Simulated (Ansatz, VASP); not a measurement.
InAs: VASP beside Ansatz

```
In As
1.0
     0.00000    3.04410    3.04410
     3.04410    0.00000    3.04410
     3.04410    3.04410    0.00000
In As
1 1
Direct
  0.25000 0.25000 0.25000
  0.00000 0.00000 0.00000
```

Alike in both runs: functional PBEsol; k mesh 12 × 12 × 12; occupations fermi-dirac, width 0.15 eV; no spin polarisation.

Ansatz relaxed the structure, and its values are those at the end. VASP's run is a single point on that final structure, the one shown.

```csv
,VASP,Ansatz
version,VASP 6.6.1,Ansatz 0.2.0
potentials or method,"VASP PAW PBE potentials, release 64 (In_d, As)","scalar-relativistic, plane waves, PAW"
plane-wave cutoff (eV),520,420
valence electrons in the cell,18,28
```

VASP gave:

* gap on the k mesh at the Fermi level (eV): none
* pressure (GPa): 0.1

Task: What did Ansatz give for the same quantities?

Result: gap on the k mesh at the Fermi level (eV): none; pressure (GPa): 0.0.

A gap of «none» marks a metal or a gap that the smearing closes. The two sets of potentials don't hold the same shells in valence. Ansatz warned: «pseudo_functional_mismatch».

Caveats: the PAW data sets were made with another functional, which shifts forces and pressure a little (VASP).
